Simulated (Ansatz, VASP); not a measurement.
**Rh in VASP and in Ansatz**

```
Rh
1.0
     0.00000    1.87762    1.87762
     1.87762    0.00000    1.87762
     1.87762    1.87762    0.00000
Rh
1
Direct
  0.00000 0.00000 0.00000
```

Alike in both runs: task single point; functional LDA; k mesh 14 × 14 × 14; occupations gaussian, width 0.01 eV; no spin polarisation.

```csv
,VASP,Ansatz
version,VASP 6.6.1,Ansatz 0.2.0
potentials or method,"VASP PAW LDA potentials, release 64 (Rh_pv)","plane waves (420 eV) with PAW, scalar-relativistic"
plane-wave cutoff (eV),520,420
valence electrons in the cell,15,17
```

|  | VASP | Ansatz | Ansatz less VASP |
| --- | --- | --- | --- |
| pressure (GPa) | 0.5 | -0.4 | -0.92 |

The two sets of potentials don't hold the same shells in valence. Ansatz warned: «pseudo_functional_mismatch».
